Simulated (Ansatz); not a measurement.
**SiGe: a sublattice displacement scan**

The task, for SiGe: map the energy as every Ge atom is pushed off its site.

Computed with Ansatz 0.2.0 (DFT PBEsol, scalar-relativistic, plane waves, PAW, unless a step's input says otherwise).

1 further run of the same task is left out (set aside as unsound or not needed). Runs told in other sessions of the task aren't counted.

### Step 1. Starting point

It takes space group P6_3mc (No. 186, hexagonal). Conventional cell: a = 3.901 Å, b = 3.901 Å, c = 6.443 Å, α = 90.00°, β = 90.00°, γ = 120.00°. Si (site symmetry 3m) has 4 Ge at 2.39 to 2.41 Å in its first shell of neighbours. Ge (site symmetry 3m) has 4 Si at 2.39 to 2.41 Å in its first shell of neighbours.

Coordinates:

```
CELL_PARAMETERS angstrom
3.90060 0.00000 0.00000
-1.95030 3.37802 0.00000
0.00000 0.00000 6.44339
ATOMIC_POSITIONS crystal
Si 0.66667 0.33333 0.87455
Si 0.33333 0.66667 0.37455
Ge 0.66667 0.33333 0.50045
Ge 0.33333 0.66667 0.00045
```

It goes back to an entry of the Materials Project, which need not be the stable form.

This cell was relaxed beforehand with the same method: volume 21.22 Å³/atom, gap on the mesh 0.35 eV.

### Step 2. Zero of energy

The reference gives a free energy of -9749.8662 eV, pressure 0.00 GPa, largest force 0.001 eV/Å and gap on the mesh 0.35 eV. It was computed beforehand with the settings of the runs below.

### Step 3. Next: a sublattice displacement scan

Every Ge atom is moved by x along the Cartesian unit vector (0.000, 0.000, 1.000); the cell and all other atoms stay fixed. Forces below are components along that vector, summed over the moved atoms.

### Step 4. Point x = -0.300 Å

Contents of input.yaml:

```yaml
crystal:
  lattice:
    - [3.9005968931, 0.0, 0.0]
    - [-1.9502984466, 3.3780159994, 0.0]
    - [0.0, 0.0, 6.4433927721]
  atoms:
    - { symbol: Si, position: [0.6666666667, 0.3333333333, 0.874546342] }
    - { symbol: Si, position: [0.3333333333, 0.6666666667, 0.374546342] }
    - { symbol: Ge, position: [0.6666666667, 0.3333333333, 0.4538933358] }
    - { symbol: Ge, position: [0.3333333333, 0.6666666667, -0.0461066642] }
basis:
  ecutwfc: 420
kpoints:
  mp_grid: { grid: [12, 12, 6] }
hamiltonian:
  xc: pbesol
scf:
  occupations: { method: gaussian, width: 0.03 }
output:
  forces: true
  stress: true
  eigenvalues: true
```

Started as:

```sh
$ ansatz run input.yaml --threads 1 --pin off --max-ram 2560MiB --backend cpu --events-out ev --progress --plain --runs-dir out
```

### Step 5. x = 0.225 Å

Changes to input.yaml since step 4:

```diff
@@ -8,4 +8,4 @@
     - { symbol: Si, position: [0.3333333333, 0.6666666667, 0.374546342] }
-    - { symbol: Ge, position: [0.6666666667, 0.3333333333, 0.4538933358] }
-    - { symbol: Ge, position: [0.3333333333, 0.6666666667, -0.0461066642] }
+    - { symbol: Ge, position: [0.6666666667, 0.3333333333, 0.5353721496] }
+    - { symbol: Ge, position: [0.3333333333, 0.6666666667, 0.0353721496] }
 basis:
@@ -22 +22,5 @@
   eigenvalues: true
+  write_density: true
+  write_potential: true
+  elf: true
+  volumetric_format: npy
```

### Step 6. At x = -0.150 Å

Contents of input.yaml:

```yaml
crystal:
  lattice:
    - [3.9005968931, 0.0, 0.0]
    - [-1.9502984466, 3.3780159994, 0.0]
    - [0.0, 0.0, 6.4433927721]
  atoms:
    - { symbol: Si, position: [0.6666666667, 0.3333333333, 0.874546342] }
    - { symbol: Si, position: [0.3333333333, 0.6666666667, 0.374546342] }
    - { symbol: Ge, position: [0.6666666667, 0.3333333333, 0.4771729969] }
    - { symbol: Ge, position: [0.3333333333, 0.6666666667, -0.0228270031] }
basis:
  ecutwfc: 420
kpoints:
  mp_grid: { grid: [12, 12, 6] }
hamiltonian:
  xc: pbesol
scf:
  occupations: { method: gaussian, width: 0.03 }
output:
  forces: true
  stress: true
  eigenvalues: true
```

### Step 7. x = 0.075 Å

Changes to input.yaml since step 6:

```diff
@@ -8,4 +8,4 @@
     - { symbol: Si, position: [0.3333333333, 0.6666666667, 0.374546342] }
-    - { symbol: Ge, position: [0.6666666667, 0.3333333333, 0.4771729969] }
-    - { symbol: Ge, position: [0.3333333333, 0.6666666667, -0.0228270031] }
+    - { symbol: Ge, position: [0.6666666667, 0.3333333333, 0.5120924885] }
+    - { symbol: Ge, position: [0.3333333333, 0.6666666667, 0.0120924885] }
 basis:
```

### Step 8. x = 0.300 Å

Changes to input.yaml since step 7:

```diff
@@ -8,4 +8,4 @@
     - { symbol: Si, position: [0.3333333333, 0.6666666667, 0.374546342] }
-    - { symbol: Ge, position: [0.6666666667, 0.3333333333, 0.5120924885] }
-    - { symbol: Ge, position: [0.3333333333, 0.6666666667, 0.0120924885] }
+    - { symbol: Ge, position: [0.6666666667, 0.3333333333, 0.5470119802] }
+    - { symbol: Ge, position: [0.3333333333, 0.6666666667, 0.0470119802] }
 basis:
```

### Step 9. x = -0.225 Å

Changes to input.yaml since step 8:

```diff
@@ -8,4 +8,4 @@
     - { symbol: Si, position: [0.3333333333, 0.6666666667, 0.374546342] }
-    - { symbol: Ge, position: [0.6666666667, 0.3333333333, 0.5470119802] }
-    - { symbol: Ge, position: [0.3333333333, 0.6666666667, 0.0470119802] }
+    - { symbol: Ge, position: [0.6666666667, 0.3333333333, 0.4655331664] }
+    - { symbol: Ge, position: [0.3333333333, 0.6666666667, -0.0344668336] }
 basis:
```

### Step 10. x = 0.150 Å

Changes to input.yaml since step 9:

```diff
@@ -8,4 +8,4 @@
     - { symbol: Si, position: [0.3333333333, 0.6666666667, 0.374546342] }
-    - { symbol: Ge, position: [0.6666666667, 0.3333333333, 0.4655331664] }
-    - { symbol: Ge, position: [0.3333333333, 0.6666666667, -0.0344668336] }
+    - { symbol: Ge, position: [0.6666666667, 0.3333333333, 0.5237323191] }
+    - { symbol: Ge, position: [0.3333333333, 0.6666666667, 0.0237323191] }
 basis:
```

### Step 11. At x = -0.075 Å

Changes to input.yaml since step 10:

```diff
@@ -8,4 +8,4 @@
     - { symbol: Si, position: [0.3333333333, 0.6666666667, 0.374546342] }
-    - { symbol: Ge, position: [0.6666666667, 0.3333333333, 0.5237323191] }
-    - { symbol: Ge, position: [0.3333333333, 0.6666666667, 0.0237323191] }
+    - { symbol: Ge, position: [0.6666666667, 0.3333333333, 0.4888128275] }
+    - { symbol: Ge, position: [0.3333333333, 0.6666666667, -0.0111871725] }
 basis:
```

### Step 12. Point x = 0.263 Å

Changes to input.yaml since step 11:

```diff
@@ -8,4 +8,4 @@
     - { symbol: Si, position: [0.3333333333, 0.6666666667, 0.374546342] }
-    - { symbol: Ge, position: [0.6666666667, 0.3333333333, 0.4888128275] }
-    - { symbol: Ge, position: [0.3333333333, 0.6666666667, -0.0111871725] }
+    - { symbol: Ge, position: [0.6666666667, 0.3333333333, 0.5411920649] }
+    - { symbol: Ge, position: [0.3333333333, 0.6666666667, 0.0411920649] }
 basis:
```

(Steps that only read results are left out.)

Before running it: what results should come out?

**Answer**, as computed:

| quantity | value |
| --- | --- |
| force constant along x, over ±0.075 Å | 24.33 eV/Å² for the 2 moved atoms together |

**Reading.** The restoring force grows by 24.33 eV/Å per Å near the site for the 2 atoms together, 12.16 on average. The undisturbed cell stays the lowest of the sampled points. The well is lopsided: x = 0.300 Å costs 1397 meV against 759 meV on the other side, and the dearer side brings atoms closer together. The gap on the mesh, 0.35 eV at the start, reads zero at x = -0.300.
